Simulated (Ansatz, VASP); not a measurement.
# HfO2 in VASP and in Ansatz

Contents of INCAR:

```
  ALGO = Normal
  EDIFF = 1E-6
  ENCUT = 520
  GGA = PS
  ISIF = 2
  ISMEAR = 0
  LASPH = True
  LCHARG = False
  LREAL = False
  LWAVE = False
  NBANDS = 18
  NELM = 100
  PREC = Accurate
  SIGMA = 0.05
```

Contents of KPOINTS:

```
k-points
0
Gamma
  8 8 8
```

File POSCAR:

```
HfO2
1.0
    0.0000000000      2.4764454367      2.4764454367
    2.4764454367      0.0000000000      2.4764454367
    2.4764454367      2.4764454367      0.0000000000
Hf O
1 2
Direct
    0.0000000000      0.0000000000      0.0000000000
    0.2500000000      0.2500000000      0.2500000000
    0.7500000000      0.7500000000      0.7500000000
```

Input for Ansatz:

```yaml
crystal:
  lattice:
    - [0.0, 2.4764454367, 2.4764454367]
    - [2.4764454367, 0.0, 2.4764454367]
    - [2.4764454367, 2.4764454367, 0.0]
  atoms:
    - { symbol: Hf, position: [0.0, 0.0, 0.0] }
    - { symbol: O, position: [0.25, 0.25, 0.25] }
    - { symbol: O, position: [0.75, 0.75, 0.75] }
basis:
  ecutwfc: 520.0
kpoints:
  mp_grid: { grid: [8, 8, 8] }
hamiltonian:
  xc: pbesol
  pseudopotentials: { kind: paw, azcp: { folder: soft_1 } }
scf:
  occupations: { method: gaussian, width: 0.05 }
output:
  forces: true
  stress: true
  eigenvalues: true
```

Alike in both runs: task single point; functional PBEsol; k mesh 8 × 8 × 8; occupations gaussian, width 0.05 eV; no spin polarisation.

|  | VASP | Ansatz |
| --- | --- | --- |
| version | VASP 6.6.1 | Ansatz 0.2.0 |
| potentials or method | VASP PAW PBE potentials, release 64 (Hf_pv, O) | scalar-relativistic, plane waves, PAW |
| plane-wave cutoff (eV) | 520 | 520 |
| valence electrons in the cell | 22 | 38 |

```csv
,VASP,Ansatz,Ansatz less VASP
gap on the k mesh at the Fermi level (eV),3.85,3.81,-0.039
least direct gap on the mesh (eV),3.85,3.81,-0.039
pressure (GPa),12.0,16.3,+4.30
```

One of these differences is far larger than is usual between the two programs; its cause wasn't traced. The functional is the same, so the differences come from potentials, cutoffs and numerics. The two sets of potentials don't hold the same shells in valence. Ansatz warned: «pseudo_functional_mismatch».

Caveats: the PAW data sets were made with another functional, which shifts forces and pressure a little (VASP); spin-orbit coupling is left out, which moves the levels of the heavy elements. A k mesh can miss the band edges.
